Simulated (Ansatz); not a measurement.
**How far is PAW off for Ca?**

```
CELL_PARAMETERS angstrom
-2.19041 2.19041 2.19041
2.19041 -2.19041 2.19041
2.19041 2.19041 -2.19041
ATOMIC_POSITIONS crystal
Ca 0.00000 0.00000 0.00000
```

The structure comes from a relaxation in the same program, started in the bcc type, and has space group Im-3m. Whether it is a known phase or the ground state wasn't checked.

All numbers are computed: DFT, PBE, PAW with Ansatz's default frozen-core files, scalar-relativistic (Ansatz 0.2.0); DFT, PBE, all-electron PAW with datasets made for the crystal, scalar-relativistic (Ansatz 0.2.0); DFT, PBE, all-electron LAPW, scalar-relativistic (Ansatz 0.2.0).

For PAW: a Γ-centred 13×13×13 k mesh, Fermi–Dirac smearing of 0.08 eV, cutoff 420 eV, no spin polarisation. The crystal-made all-electron datasets (AE datasets) take a cutoff of 200 eV at this cell. LAPW targets a basis error of 1 meV/atom. The Ansatz runs share mesh, smearing and spin set-up. Plane-wave (PAW) pressures include the program's estimate of the Pulay term.

Stress and pressure are positive in compression.

Levels count from the Fermi level.

```json
{"quantity": "pressure (GPa)", "PAW": "0.05", "AE datasets": "0.04", "LAPW": "0.05"}
{"quantity": "highest filled level at Γ (eV)", "PAW": "-4.069", "AE datasets": "-4.069", "LAPW": "-4.069"}
{"quantity": "lowest empty level at Γ (eV)", "PAW": "2.303", "AE datasets": "2.303", "LAPW": "2.303"}
{"quantity": "highest filled level at P (eV)", "PAW": "-23.040", "AE datasets": "-23.039", "LAPW": "-23.040"}
{"quantity": "lowest empty level at P (eV)", "PAW": "0.347", "AE datasets": "0.347", "LAPW": "0.347"}
{"quantity": "highest filled level at H (eV)", "PAW": "-23.073", "AE datasets": "-23.072", "LAPW": "-23.073"}
{"quantity": "lowest empty level at H (eV)", "PAW": "0.049", "AE datasets": "0.049", "LAPW": "0.049"}
```
